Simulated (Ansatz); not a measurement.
# Tantalum, diamond under revPBE: ground state and equation of state, part 2 of 2

What does revPBE give for tantalum in the diamond structure? We relax it, solve it on a dense k-mesh, then scale the cell to 7 volumes from 88 to 112 % of the relaxed one and try a fit of the equation of state. Spin polarisation is left out. The k-meshes are 9×9×9 for the relaxation; 15×15×15 for the dense run; 10×10×10 for the volumes.

Ansatz 0.2.0; DFT, revPBE, plane waves (420 eV) with PAW, scalar-relativistic. The steps go on from the part before.

**5. Volume × 0.92**

This is Ta in the diamond structure; at room conditions it is bcc.

input.yaml reads:

```yaml
crystal:
  lattice:
    - [0.0, 2.988297181, 2.988297181]
    - [2.988297181, 0.0, 2.988297181]
    - [2.988297181, 2.988297181, 0.0]
  atoms:
    - { symbol: Ta, position: [0.125, 0.125, 0.125] }
    - { symbol: Ta, position: [0.875, 0.875, 0.875] }
hamiltonian:
  xc: revpbe
  pseudopotentials:
    kind: paw
    azcp:
      Ta: "pseudopotentials/Ta.paw.azcp"
basis:
  ecutwfc: 420
  fft_grid_basis: typed
kpoints:
  mp_grid: { grid: [10, 10, 10], shift: [0, 0, 0] }
magnetization:
  spin_polarized: false
scf:
  occupations: { method: fermi_dirac, width: 0.1 }
  lower_state_search: "off"
output:
  stress: true
  write_density: true
  write_potential: true
  elf: true
  volumetric_format: npy
```

Output (excerpt; [...] marks lines left out):

```text
Warning: RAYON_NUM_THREADS=2 ignored (pool sized by the plan → 2); use --threads N
[...]
Pseudopotentials: kind: paw
Pseudopotential: Ta, paw, valence charge 13, recommended cutoff 420 eV (normal), <dir>
Functional definition: revPBE
[...]
Crystal: 2 atoms, lattice volume = 53.371 Å³
Basis set: ecut = 420 eV, 1037 PW (Γ)
Bands: 17, of which v1, the nominal top of the filled ones, is band 13 counted from 1 (12 counted from 0)
Symmetry: 48 space group operations
Space group: Fd-3m (ITA 227), of the structure as read, at distance tolerance 3.8e-5 Å
k-points: 47 of 1000
[...]
SCF iter   1: F=—  HF=-19876.619330 eV  |F-HF|=—  |Δ(HF+E_count)|=         —  Δρ=6.45e-3  dr2=2.24e-2  ethr=1.77e-3  ⟨swp⟩=5.0  Hψ=3972  notcnv=0
[...]
SCF iter   6: F=-19876.617048 eV  HF=-19876.617048 eV  |F-HF|=6.41e-9  |Δ(HF+E_count)|=   4.57e-7  Δρ=3.41e-6  dr2=3.35e-9  ethr=3.85e-10  ⟨swp⟩=9.4  Hψ=5413  notcnv=0
[...]
SCF converged after 6 iterations
Free energy (F): -19876.617048 eV
[...]
E sigma→0 (E₀):  -19876.553818 eV
Entropy (-TS):   -0.126460 eV (-63.230 meV/atom)
Fermi energy:    11.337070 eV
[...]
--- Stress (GPa, compression-positive) ---
        6.406004       0.000000      -0.000000
       -0.000000       6.406004       0.000000
        0.000000       0.000000       6.406004
  P = ⅓ Tr σ = 6.4060 GPa (64.060 kbar)
--- Band table (eV; the first three rows and the last of 47) ---
  k-point 0: bands = ["-55.8465", "-55.5154", "-22.7766", "-22.7766", "-22.7766", "-21.8317", "-21.8317", "-21.8317", "5.5887", "10.2194", "10.2194", "11.0259", "11.0259", "11.0259", "13.4601", "13.4601", "13.4601"]
[...]
```

Wall time 1.3 s (2 threads of Arm Neoverse V2, shared host); peak memory 0.32 GiB.

**6. Volume × 0.96**

input.yaml: that of step 5 with these lines changed.

```diff
@@ -2,5 +2,5 @@
   lattice:
-    - [0.0, 2.988297181, 2.988297181]
-    - [2.988297181, 0.0, 2.988297181]
-    - [2.988297181, 2.988297181, 0.0]
+    - [0.0, 3.0309929092, 3.0309929092]
+    - [3.0309929092, 0.0, 3.0309929092]
+    - [3.0309929092, 3.0309929092, 0.0]
   atoms:
@@ -26,5 +26 @@
   stress: true
-  write_density: true
-  write_potential: true
-  elf: true
-  volumetric_format: npy
```

Output (excerpt; [...] marks lines left out):

```text
Warning: RAYON_NUM_THREADS=2 ignored (pool sized by the plan → 2); use --threads N
[...]
[... 3 set-up lines as earlier in the session ...]
[...]
Crystal: 2 atoms, lattice volume = 55.691 Å³
Basis set: ecut = 420 eV, 1067 PW (Γ)
Bands: 17, of which v1, the nominal top of the filled ones, is band 13 counted from 1 (12 counted from 0)
[... 2 set-up lines as earlier in the session ...]
k-points: 47 of 1000
[...]
SCF iter   1: F=—  HF=-19876.684969 eV  |F-HF|=—  |Δ(HF+E_count)|=         —  Δρ=6.06e-3  dr2=2.02e-2  ethr=1.77e-3  ⟨swp⟩=4.9  Hψ=3912  notcnv=0
[...]
SCF iter   6: F=-19876.684009 eV  HF=-19876.684009 eV  |F-HF|=7.71e-9  |Δ(HF+E_count)|=   4.64e-7  Δρ=3.33e-6  dr2=3.28e-9  ethr=3.85e-10  ⟨swp⟩=4.7  Hψ=2607  notcnv=0
[...]
SCF converged after 6 iterations
Free energy (F): -19876.684009 eV
[...]
E sigma→0 (E₀):  -19876.619323 eV
Entropy (-TS):   -0.129374 eV (-64.687 meV/atom)
Fermi energy:    10.715822 eV
[...]
--- Stress (GPa, compression-positive) ---
        2.941598      -0.000000       0.000000
       -0.000000       2.941598       0.000000
       -0.000000       0.000000       2.941598
  P = ⅓ Tr σ = 2.9416 GPa (29.416 kbar)
```

Run time: 0.93 s. Hardware: 2 threads of Arm Neoverse V2, shared host; peak memory 0.32 GiB.

**7. Volume × 1.0**

input.yaml: that of step 6 with these lines changed.

```diff
@@ -2,5 +2,5 @@
   lattice:
-    - [0.0, 3.0309929092, 3.0309929092]
-    - [3.0309929092, 0.0, 3.0309929092]
-    - [3.0309929092, 3.0309929092, 0.0]
+    - [0.0, 3.0725185201, 3.0725185201]
+    - [3.0725185201, 0.0, 3.0725185201]
+    - [3.0725185201, 3.0725185201, 0.0]
   atoms:
```

Output (excerpt; [...] marks lines left out):

```text
Warning: RAYON_NUM_THREADS=2 ignored (pool sized by the plan → 2); use --threads N
[...]
[... 3 set-up lines as earlier in the session ...]
[...]
Crystal: 2 atoms, lattice volume = 58.011 Å³
Basis set: ecut = 420 eV, 1139 PW (Γ)
Bands: 17, of which v1, the nominal top of the filled ones, is band 13 counted from 1 (12 counted from 0)
[... 2 set-up lines as earlier in the session ...]
k-points: 47 of 1000
[...]
SCF iter   1: F=—  HF=-19876.704535 eV  |F-HF|=—  |Δ(HF+E_count)|=         —  Δρ=5.68e-3  dr2=1.77e-2  ethr=1.77e-3  ⟨swp⟩=4.9  Hψ=3877  notcnv=0
[...]
SCF iter   6: F=-19876.704947 eV  HF=-19876.704947 eV  |F-HF|=9.59e-9  |Δ(HF+E_count)|=   4.44e-7  Δρ=3.30e-6  dr2=3.34e-9  ethr=3.85e-10  ⟨swp⟩=4.5  Hψ=2589  notcnv=0
[...]
SCF converged after 6 iterations
Free energy (F): -19876.704947 eV
[...]
E sigma→0 (E₀):  -19876.638511 eV
Entropy (-TS):   -0.132872 eV (-66.436 meV/atom)
Fermi energy:    10.147689 eV
[...]
--- Stress (GPa, compression-positive) ---
        0.035049       0.000000      -0.000000
        0.000000       0.035049      -0.000000
       -0.000000       0.000000       0.035049
  P = ⅓ Tr σ = 0.0350 GPa (0.350 kbar)
```

It took 0.95 s on 2 threads of Arm Neoverse V2, shared host; peak memory 0.32 GiB.

**8. Volume × 1.04**

input.yaml: that of step 7 with these lines changed.

```diff
@@ -2,5 +2,5 @@
   lattice:
-    - [0.0, 3.0725185201, 3.0725185201]
-    - [3.0725185201, 0.0, 3.0725185201]
-    - [3.0725185201, 3.0725185201, 0.0]
+    - [0.0, 3.1129510321, 3.1129510321]
+    - [3.1129510321, 0.0, 3.1129510321]
+    - [3.1129510321, 3.1129510321, 0.0]
   atoms:
```

Output (excerpt; [...] marks lines left out):

```text
Warning: RAYON_NUM_THREADS=2 ignored (pool sized by the plan → 2); use --threads N
[...]
[... 3 set-up lines as earlier in the session ...]
[...]
Crystal: 2 atoms, lattice volume = 60.332 Å³
Basis set: ecut = 420 eV, 1243 PW (Γ)
Bands: 17, of which v1, the nominal top of the filled ones, is band 13 counted from 1 (12 counted from 0)
[... 2 set-up lines as earlier in the session ...]
k-points: 47 of 1000
[...]
SCF iter   1: F=—  HF=-19876.685566 eV  |F-HF|=—  |Δ(HF+E_count)|=         —  Δρ=5.28e-3  dr2=1.51e-2  ethr=1.77e-3  ⟨swp⟩=4.9  Hψ=3846  notcnv=0
[...]
SCF iter   6: F=-19876.687244 eV  HF=-19876.687244 eV  |F-HF|=1.19e-8  |Δ(HF+E_count)|=   5.48e-7  Δρ=3.46e-6  dr2=3.98e-9  ethr=3.85e-10  ⟨swp⟩=4.5  Hψ=2615  notcnv=0
[...]
SCF converged after 6 iterations
Free energy (F): -19876.687244 eV
[...]
E sigma→0 (E₀):  -19876.618740 eV
Entropy (-TS):   -0.137008 eV (-68.504 meV/atom)
Fermi energy:    9.625989 eV
[...]
--- Stress (GPa, compression-positive) ---
       -2.410169       0.000000       0.000000
       -0.000000      -2.410169       0.000000
        0.000000       0.000000      -2.410169
  P = ⅓ Tr σ = -2.4102 GPa (-24.102 kbar)
```

Run time: 1.1 s. Hardware: 2 threads of Arm Neoverse V2, shared host; peak memory 0.32 GiB.

**9. Volume × 1.08**

input.yaml: that of step 8 with these lines changed.

```diff
@@ -2,5 +2,5 @@
   lattice:
-    - [0.0, 3.1129510321, 3.1129510321]
-    - [3.1129510321, 0.0, 3.1129510321]
-    - [3.1129510321, 3.1129510321, 0.0]
+    - [0.0, 3.1523596591, 3.1523596591]
+    - [3.1523596591, 0.0, 3.1523596591]
+    - [3.1523596591, 3.1523596591, 0.0]
   atoms:
```

Output (excerpt; [...] marks lines left out):

```text
Warning: RAYON_NUM_THREADS=2 ignored (pool sized by the plan → 2); use --threads N
[...]
[... 3 set-up lines as earlier in the session ...]
[...]
Crystal: 2 atoms, lattice volume = 62.652 Å³
Basis set: ecut = 420 eV, 1243 PW (Γ)
Bands: 17, of which v1, the nominal top of the filled ones, is band 13 counted from 1 (12 counted from 0)
[... 1 set-up line as earlier in the session ...]
Space group: Fd-3m (ITA 227), of the structure as read, at distance tolerance 4.0e-5 Å
k-points: 47 of 1000
[...]
SCF iter   1: F=—  HF=-19876.633942 eV  |F-HF|=—  |Δ(HF+E_count)|=         —  Δρ=4.88e-3  dr2=1.24e-2  ethr=1.77e-3  ⟨swp⟩=4.8  Hψ=3829  notcnv=0
[...]
SCF iter   6: F=-19876.637021 eV  HF=-19876.637021 eV  |F-HF|=1.37e-8  |Δ(HF+E_count)|=   5.39e-7  Δρ=3.48e-6  dr2=4.35e-9  ethr=3.85e-10  ⟨swp⟩=4.5  Hψ=2624  notcnv=0
[...]
SCF converged after 6 iterations
Free energy (F): -19876.637021 eV
[...]
E sigma→0 (E₀):  -19876.566050 eV
Entropy (-TS):   -0.141942 eV (-70.971 meV/atom)
Fermi energy:    9.145009 eV
[...]
--- Stress (GPa, compression-positive) ---
       -4.466117       0.000000      -0.000000
        0.000000      -4.466117       0.000000
       -0.000000       0.000000      -4.466117
  P = ⅓ Tr σ = -4.4661 GPa (-44.661 kbar)
```

Run time: 1.1 s. Hardware: 2 threads of Arm Neoverse V2, shared host; peak memory 0.32 GiB.

**10. Volume × 1.12**

input.yaml: that of step 9 with these lines changed.

```diff
@@ -2,5 +2,5 @@
   lattice:
-    - [0.0, 3.1523596591, 3.1523596591]
-    - [3.1523596591, 0.0, 3.1523596591]
-    - [3.1523596591, 3.1523596591, 0.0]
+    - [0.0, 3.1908068587, 3.1908068587]
+    - [3.1908068587, 0.0, 3.1908068587]
+    - [3.1908068587, 3.1908068587, 0.0]
   atoms:
@@ -26 +26,5 @@
   stress: true
+  write_density: true
+  write_potential: true
+  elf: true
+  volumetric_format: npy
```

Output (excerpt; [...] marks lines left out):

```text
Warning: RAYON_NUM_THREADS=2 ignored (pool sized by the plan → 2); use --threads N
[...]
[... 3 set-up lines as earlier in the session ...]
[...]
Crystal: 2 atoms, lattice volume = 64.973 Å³
Basis set: ecut = 420 eV, 1243 PW (Γ)
Bands: 17, of which v1, the nominal top of the filled ones, is band 13 counted from 1 (12 counted from 0)
[... 2 set-up lines as earlier in the session ...]
k-points: 47 of 1000
[...]
SCF iter   1: F=—  HF=-19876.555160 eV  |F-HF|=—  |Δ(HF+E_count)|=         —  Δρ=4.46e-3  dr2=9.80e-3  ethr=1.77e-3  ⟨swp⟩=4.8  Hψ=3806  notcnv=0
[...]
SCF iter   6: F=-19876.559503 eV  HF=-19876.559503 eV  |F-HF|=1.50e-8  |Δ(HF+E_count)|=   5.97e-7  Δρ=3.69e-6  dr2=5.77e-9  ethr=3.85e-10  ⟨swp⟩=9.2  Hψ=5544  notcnv=0
[...]
SCF converged after 6 iterations
Free energy (F): -19876.559503 eV
[...]
E sigma→0 (E₀):  -19876.485648 eV
Entropy (-TS):   -0.147709 eV (-73.855 meV/atom)
Fermi energy:    8.699795 eV
[...]
--- Stress (GPa, compression-positive) ---
       -6.187573       0.000000      -0.000000
        0.000000      -6.187573       0.000000
       -0.000000       0.000000      -6.187573
  P = ⅓ Tr σ = -6.1876 GPa (-61.876 kbar)
--- Band table (eV; the first three rows and the last of 47) ---
  k-point 0: bands = ["-58.8064", "-58.6546", "-25.5201", "-25.5201", "-25.5201", "-24.9733", "-24.9733", "-24.9733", "3.4651", "8.0045", "8.0045", "8.3918", "8.3918", "8.3918", "10.4674", "10.4674", "10.4674"]
[...]
```

It took 1.6 s on 2 threads of Arm Neoverse V2, shared host; peak memory 0.34 GiB.

**11. Fitting the volumes**

All volumes keep the relaxed shape and fractional coordinates.

| V (Å³/atom) | E − E₀ (meV/atom) | P from the stress (GPa) | P from the fit (GPa) |
| --- | --- | --- | --- |
| 25.525 | 102.6 | 10.54 | 10.46 |
| 26.685 | 42.4 | 6.41 | 6.31 |
| 27.845 | 9.6 | 2.94 | 2.83 |
| 29.006 | 0.0 | 0.04 | -0.10 |
| 30.166 | 9.9 | -2.41 | -2.57 |
| 31.326 | 36.2 | -4.47 | -4.65 |
| 32.486 | 76.5 | -6.19 | -6.40 |

Fit (Birch-Murnaghan, third order): V₀ = 28.964 Å³/atom, B₀ = 67 GPa, B₀′ = 3.3, largest residual 0.01 meV/atom.

The fit is made to E(σ → 0), while the stress belongs to the free energy F; that is one source of the offset between the two pressures.

**12. What came out**

The summary covers parts 1 to 2.

| quantity | value |
| --- | --- |
| space group (spins left aside) | Fd-3m (No. 227) |
| conventional cell | a = 6.145 Å |
| volume | 29.006 Å³/atom |
| shortest distance | 2.661 Å |
| gap on the mesh | none (levels filled in part) |
| relative to bcc | +2865 meV/atom |
| highest ELF outside the cores | 0.46, 1.41 Å from the nearest atom |
| V₀, B₀, B₀′ | 28.964 Å³/atom, 67 GPa, 3.3 |

What this shows: From the guessed start the volume grew by 18.9 % in 5 steps. It lies 2865 meV/atom above the element's reference form at the same level (bcc, from a run of its own). Levels at the Fermi energy are filled in part, as in a metal. B₀ comes out at 67 GPa. The symmetry was held, so the structure may be unstable against distortions that break it.
